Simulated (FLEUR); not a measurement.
# Si (I4/mmm) in FLEUR: convergence with k mesh

Aim: find how far k mesh must go before the results for Si settle, at PBE. This setting moves, with any that are tied to it; all else stays.

Everything below comes from runs of FLEUR MaX-R8.1 (later development tree). Logs are shortened: lines on timing, memory, paths and dates and some standing lists are left out, and cuts for length are marked.

## Step 1: The structure

It takes space group I4/mmm (No. 139, tetragonal). Conventional cell: a = 3.254 Å, b = 3.254 Å, c = 2.641 Å, α = 90.00°, β = 90.00°, γ = 90.00°. Si (site symmetry 4/mmm) has 10 Si at 2.64 to 2.65 Å as nearest neighbours.

This isn't the form of Si at room conditions, which is diamond.

## Step 2: With k mesh 3 × 3 × 3

The input, inp.xml:

```xml
<?xml version="1.0" encoding="UTF-8" standalone="no"?>
<fleurInput fleurInputVersion="0.39">
   <comment>
      Si                                                                                                  
   </comment>
   <calculationSetup>
      <cutoffs Kmax="4.24" Gmax="13.2" GmaxXC="13.2" numbands="0"/>
      <scfLoop itmax="60" minDistance="0.00001" maxIterBroyd="15" imix="Anderson" alpha="0.05" precondParam="0.0" spinf="2.0" sdNocoIR="T"/>
      <coreElectrons ctail="T" frcor="F" kcrel="0" coretail_lmax="0"/>
      <xcFunctional name="pbe" relativisticCorrections="F"/>
      <magnetism jspins="1"/>
      <soc l_soc="F" theta="0.0" phi="0.0" spav="F"/>
      <expertModes spex="0" secvar="F"/>
      <geometryOptimization l_f="T" forcealpha="1.0" forcemix="BFGS" epsdisp="0.0005" epsforce="0.0002"/>
      <ldaU l_linMix="F" mixParam="0.05" spinf="1.0"/>
   </calculationSetup>
   <cell>
      <bzIntegration valenceElectrons="12.0" mode="hist" fermiSmearingEnergy="0.00183747">
         <kPointListSelection listName="default-1"/>
         <!-- k-points included here -->
         <xi:include xmlns:xi="http://www.w3.org/2001/XInclude" href="kpts.xml"> </xi:include>
      </bzIntegration>
      <!-- symmetry operations included here -->
      <xi:include xmlns:xi="http://www.w3.org/2001/XInclude" href="sym.xml"> </xi:include>
      <bulkLattice scale="1.0">
         <bravaisMatrix>
            <row-1>   -3.0744236457227805     3.0744236457227805     2.4950618106341991</row-1>
            <row-2>    3.0744236457227805    -3.0744236457227805     2.4950618106341991</row-2>
            <row-3>    3.0744236457227805     3.0744236457227805    -2.4950618106341991</row-3>
         </bravaisMatrix>
      </bulkLattice>
   </cell>
   <atomSpecies>
      <species name="Silicon (Si)" element="Si" atomicNumber="14">
         <mtSphere radius="2.31" gridPoints="763" logIncrement="0.015"/>
         <atomicCutoffs lmax="9" lnonsphr="9"/>
         <electronConfig flipSpins="F">
            <coreConfig>(1s1/2)</coreConfig>
            <valenceConfig>(2s1/2) (2p1/2) (2p3/2) (3s1/2) (3p1/2) (3p3/2)</valenceConfig>
            <stateOccupation state="(3p1/2)" spinUp="0.333333" spinDown="0.333333"/>
            <stateOccupation state="(3p3/2)" spinUp="0.666667" spinDown="0.666667"/>
         </electronConfig>
         <energyParameters s="3" p="3" d="3" f="4"/>
         <lo type="SCLO" l="0" n="2" eDeriv="0"/>
         <lo type="SCLO" l="1" n="2" eDeriv="0"/>
         <lo type="SCLO" l="2" n="3" eDeriv="2"/>
         <lo type="SCLO" l="3" n="4" eDeriv="2"/>
      </species>
   </atomSpecies>
   <atomGroups>
      <atomGroup species="Silicon (Si)">
         <relPos label="                   1">.0000000000 .0000000000 .0000000000</relPos>
         <force calculate="T" relaxXYZ="TTT"/>
      </atomGroup>
   </atomGroups>
   <output dos="F" band="F" slice="F">
      <checks vchk="F" cdinf="F"/>
      <bandDOS minEnergy="-.5*Htr" maxEnergy="0.5*Htr" sigma="0.015" storeEVData="T"/>
      <vacuumDOS vacdos="F" integ="F" star="F" nstars="0" locx1="0.0" locy1="0.0" locx2="0.0" locy2="0.0" nstm="0" tworkf="0.0"/>
      <unfoldingBand unfoldBand="F" supercellX="1" supercellY="1" supercellZ="1"/>
      <plotting iplot="0" polar="F">
         <plot TwoD="T" vec1="  1.0  0.0  0.0" vec2="  0.0  1.0  0.0" vec3="  0.0  0.0  1.0" zero="  0.0  0.0  0.0" file="plot"/>
      </plotting>
      <chargeDensitySlicing numkpt="0" minEigenval="0.0" maxEigenval="0.0" nnne="0" pallst="F"/>
      <specialOutput eonly="F"/>
      <moessbauerParams electricFieldGradient="T" isomerShift="T" coreHyperfine="T" valenceHyperfine="T"/>
      <magneticCircularDichroism mcd="F" energyLo="-10.0" energyUp="0.0"/>
   </output>
  <!-- We include the file relax.xml here to enable relaxations (see documentation) -->
  <xi:include xmlns:xi="http://www.w3.org/2001/XInclude" href="relax.xml"> <xi:fallback/> </xi:include>
</fleurInput>
```

The input, crystal.txt:

```
Si
&input cartesian=F /
-1.6269149300  1.6269149300  1.3203298500
1.6269149300  -1.6269149300  1.3203298500
1.6269149300  1.6269149300  -1.3203298500
1.8897261246
1.0 1.0 1.0

1
14 0.0000000000  0.0000000000  0.0000000000

&kpt div1=3 div2=3 div3=3 gamma=T /
```

Potentials or basis: all-electron, FLAPW.

Command:

```console
$ inpgen -f crystal.txt -profile fastHighL
$ # inp.xml edited to the form shown
$ fleur_MPI
```

The program printed:

```text
Welcome to FLEUR        (www.flapw.de)
      MaX-Release 8.1          (www.max-centre.eu)

 ========== k-point set info ==========
 Selected k-point list: default-1
 k-point list type: mesh
 3 x 3 x 3
 Number of k points: 6

 ------------Calculation Setup---------------------------
 Number of MPI-tasks      :            1
 Number of PE/node        :            1
 Number of OMP-threads    :            1
 Most efficient MPI parallelization for:
           1           2           3           6
 Additional eigenvalue parallelization possible
 Number of basis functions:          152
 Approximate size of matrices (H+S) per k-point:         0.000 GB
 --------------------------------------------------------
 Iteration:     1   Distance:       4.88695653 me/bohr^3
 Iteration:     2   Distance:       4.61445491 me/bohr^3
 Iteration:     3   Distance:       1.27184757 me/bohr^3
 Iteration:     4   Distance:       0.23046635 me/bohr^3
 Iteration:     5   Distance:       0.08661638 me/bohr^3
 Iteration:     6   Distance:       0.00554672 me/bohr^3
 Iteration:     7   Distance:       0.00452002 me/bohr^3
 Iteration:     8   Distance:       0.00019291 me/bohr^3
 Iteration:     9   Distance:       0.00018361 me/bohr^3
 Iteration:    10   Distance:       0.00002997 me/bohr^3
 Iteration:    11   Distance:       0.00000039 me/bohr^3

 ********************************************************************
 Run finished successfully
 Stop message:
   Structural relaxation: Done
 ********************************************************************
```

out.xml (last iteration):

```text
<iteration numberForCurrentRun="   12" overallNumber="   12">
         <energyParameters units="Htr">
            <atomicEP atomType="1" spin="1" branch="3s" branchLowest="-4.56" branchHighest="0.94" value="0.0611683263"/>
            <atomicEP atomType="1" spin="1" branch="3p" branchLowest="-2.94" branchHighest="1.40" value="0.2565409971"/>
            <atomicEP atomType="1" spin="1" branch="3d" branchLowest="-9.99" branchHighest="1.87" value="0.4587984802"/>
            <atomicEP atomType="1" spin="1" branch="4f" branchLowest="-9.99" branchHighest="3.74" value="0.6288506985"/>
            <loAtomicEP atomType="1" spin="1" branch="2s" branchLowest="-65.06" branchHighest="-4.56" value="-4.5594990933"/>
            <loAtomicEP atomType="1" spin="1" branch="2p" branchLowest="-9.99" branchHighest="-2.94" value="-2.9444629388"/>
            <loAtomicEP atomType="1" spin="1" branch="3d" branchLowest="-9.99" branchHighest="1.87" value="0.4587977626"/>
            <loAtomicEP atomType="1" spin="1" branch="4f" branchLowest="-9.99" branchHighest="3.74" value="0.6288530397"/>
         </energyParameters>
         <eigenvalues>
            <eigenvaluesAt spin="1" ikpt="1" k_x="0.00000000" k_y="0.00000000" k_z="0.00000000">
                      -4.5595543434       -2.9458416222       -2.9434197840       -2.9434197840       -0.1469285499
                       0.7468615685        0.7704322619        0.7704322619        0.8708502499        0.9098854219
            </eigenvaluesAt>
            <eigenvaluesAt spin="1" ikpt="2" k_x="0.00000000" k_y="0.00000000" k_z="0.33333333">
[... 34 lines left out ...]
            <electricFieldGradient atomType="1" VXX="-0.21673" VYY="-0.21673" VZZ="0.43346" asymParam="0.00000">
            </electricFieldGradient>
         </moessbauerParams>
         <totalEnergy                                    value="     -290.0175272989" units="Htr">
            <sumOfEigenvalues                            value="     -156.1837547868">
               <coreElectrons value="-130.1224594017"/>
               <valenceElectrons value="-26.0612953851"/>
            </sumOfEigenvalues>
            <densityCoulombPotentialIntegral value="-419.9553852337"/>
            <densityEffectivePotentialIntegral value="-446.9500662897"/>
            <chargeDenXCDenIntegral value="-20.9004502382"/>
            <FockExchangeEnergyValence value="0.0000000000"/>
            <FockExchangeEnergyCore value="0.0000000000"/>
            <atomTypeDependentContributions atomType="1">
               <electronNucleiInteractionDifferentMTs value="343.2186614700"/>
               <MadelungTerm value="-6.6870344767"/>
            </atomTypeDependentContributions>
            <tkbTimesEntropy value="0.0003298744"/>
            <freeEnergy value="-290.0178571733"/>
            <extrapolationTo0K value="-290.0176922361"/>
         </totalEnergy>
         <totalForcesOnRepresentativeAtoms units="Htr/bohr">
            <forceTotal atomType="1" x="0.000000" y="0.000000" z="0.000000" F_x="0.00000000" F_y="0.00000000" F_z="0.00000000"/>
         </totalForcesOnRepresentativeAtoms>
      </iteration>
```

Wall time 3.8 s (1 thread of Arm Neoverse V2, shared host); peak memory 0.05 GiB.

What came out:

- Free energy: -7891.7879 eV
- Band gap on the k mesh: none (metal or under the smearing width)
- Valence electrons inside the program's atomic spheres: Si 10.51 (radii Si 2.31 bohr)

## Step 3: With k mesh 5 × 5 × 5

inp.xml is that of step 2.

Edit crystal.txt of step 2 so:

```diff
@@ -11,2 +11,2 @@
 
-&kpt div1=3 div2=3 div3=3 gamma=T /
+&kpt div1=5 div2=5 div3=5 gamma=T /
```

Potentials or basis: all-electron, FLAPW.

Command:

```console
$ inpgen -f crystal.txt -profile fastHighL
$ # inp.xml edited to the form shown
$ fleur_MPI
```

Run time: 5.6 s. Hardware: 1 thread of Arm Neoverse V2, shared host; peak memory 0.05 GiB.

Results:

* Free energy: -7891.6112 eV
* Band gap on the k mesh: none (metal or under the smearing width)
* Valence electrons inside the program's atomic spheres: Si 10.52 (radii Si 2.31 bohr)

## Step 4: With k mesh 7 × 7 × 7

inp.xml is that of step 3.

Edit crystal.txt of step 3 so:

```diff
@@ -11,2 +11,2 @@
 
-&kpt div1=5 div2=5 div3=5 gamma=T /
+&kpt div1=7 div2=7 div3=7 gamma=T /
```

Command:

```console
$ inpgen -f crystal.txt -profile fastHighL
$ # inp.xml edited to the form shown
$ fleur_MPI
```

Run time: 9.1 s. Hardware: 1 thread of Arm Neoverse V2, shared host; peak memory 0.06 GiB.

What came out:

| Quantity | Value |
| --- | --- |
| Free energy | -7891.7761 eV |
| Band gap on the k mesh | none (metal or under the smearing width) |
| Valence electrons inside the program's atomic spheres | Si 10.51 (radii Si 2.31 bohr) |

## Step 5: With k mesh 9 × 9 × 9

inp.xml is that of step 4.

Edit crystal.txt of step 4 so:

```diff
@@ -11,2 +11,2 @@
 
-&kpt div1=7 div2=7 div3=7 gamma=T /
+&kpt div1=9 div2=9 div3=9 gamma=T /
```

Command:

```console
$ inpgen -f crystal.txt -profile fastHighL
$ # inp.xml edited to the form shown
$ fleur_MPI
```

Run time: 16 s. Hardware: 1 thread of Arm Neoverse V2, shared host; peak memory 0.05 GiB.

What came out:

```yaml
Free_energy: -7891.8020 eV
Band_gap_on_the_k_mesh: none (metal or under the smearing width)
Valence_electrons_inside_the_program's_atomic_spheres: Si 10.51 (radii Si 2.31 bohr)
```

## Step 6: With k mesh 11 × 11 × 11

inp.xml is that of step 5.

Edit crystal.txt of step 5 so:

```diff
@@ -11,2 +11,2 @@
 
-&kpt div1=9 div2=9 div3=9 gamma=T /
+&kpt div1=11 div2=11 div3=11 gamma=T /
```

Potentials or basis: all-electron, FLAPW.

Command:

```console
$ inpgen -f crystal.txt -profile fastHighL
$ # inp.xml edited to the form shown
$ fleur_MPI
```

Wall time 23 s (1 thread of Arm Neoverse V2, shared host); peak memory 0.06 GiB.

Results:

```
Free energy                                           : -7891.7801 eV
Band gap on the k mesh                                : none (metal or under the smearing width)
Valence electrons inside the program's atomic spheres : Si 10.51 (radii Si 2.31 bohr)
```

## Step 7: With k mesh 13 × 13 × 13

inp.xml is that of step 6.

Edit crystal.txt of step 6 so:

```diff
@@ -11,2 +11,2 @@
 
-&kpt div1=11 div2=11 div3=11 gamma=T /
+&kpt div1=13 div2=13 div3=13 gamma=T /
```

Command:

```console
$ inpgen -f crystal.txt -profile fastHighL
$ # inp.xml edited to the form shown
$ fleur_MPI
```

It took 35 s on 1 thread of Arm Neoverse V2, shared host; peak memory 0.06 GiB.

What came out:

```yaml
Free_energy: -7891.7761 eV
Band_gap_on_the_k_mesh: none (metal or under the smearing width)
Valence_electrons_inside_the_program's_atomic_spheres: Si 10.51 (radii Si 2.31 bohr)
```

## Step 8: With k mesh 16 × 16 × 16

inp.xml is that of step 7.

Edit crystal.txt of step 7 so:

```diff
@@ -11,2 +11,2 @@
 
-&kpt div1=13 div2=13 div3=13 gamma=T /
+&kpt div1=16 div2=16 div3=16 gamma=T /
```

Command:

```console
$ inpgen -f crystal.txt -profile fastHighL
$ # inp.xml edited to the form shown
$ fleur_MPI
```

It took 60 s on 1 thread of Arm Neoverse V2, shared host; peak memory 0.06 GiB.

Results:

```
Free energy                                           : -7891.7927 eV
Band gap on the k mesh                                : none (metal or under the smearing width)
Valence electrons inside the program's atomic spheres : Si 10.51 (radii Si 2.31 bohr)
```

## Step 9: With k mesh 20 × 20 × 20

inp.xml is that of step 8.

Edit crystal.txt of step 8 so:

```diff
@@ -11,2 +11,2 @@
 
-&kpt div1=16 div2=16 div3=16 gamma=T /
+&kpt div1=20 div2=20 div3=20 gamma=T /
```

Potentials or basis: all-electron, FLAPW.

Command:

```console
$ inpgen -f crystal.txt -profile fastHighL
$ # inp.xml edited to the form shown
$ fleur_MPI
```

Wall time 1.9 min (1 thread of Arm Neoverse V2, shared host); peak memory 0.06 GiB.

What came out:

* Free energy: -7891.7848 eV
* Band gap on the k mesh: none (metal or under the smearing width)
* Valence electrons inside the program's atomic spheres: Si 10.51 (radii Si 2.31 bohr)

## Step 10: Summary

| k mesh | energy less the tightest run, at zero smearing (meV/atom) | SCF cycles | CPU time (s) | peak memory (GiB) |
| --- | --- | --- | --- | --- |
| 3 × 3 × 3 | -0.45 | 12 | 3.8 | 0.05 |
| 5 × 5 × 5 | 172.32 | 12 | 5.6 | 0.05 |
| 7 × 7 × 7 | 9.79 | 12 | 9.1 | 0.06 |
| 9 × 9 × 9 | -17.67 | 12 | 16 | 0.05 |
| 11 × 11 × 11 | 4.92 | 12 | 23 | 0.06 |
| 13 × 13 × 13 | 9.32 | 12 | 35 | 0.06 |
| 16 × 16 × 16 | -8.15 | 12 | 60 | 0.06 |
| 20 × 20 × 20 | 0.00 | 12 | 110 | 0.06 |

Not settled before the last step: the energy (to 1 meV/atom). Meshes of other sizes hit other points, so gaps and Fermi surfaces needn't settle smoothly. The tightest run that finished is the yardstick and may itself not be fully converged.
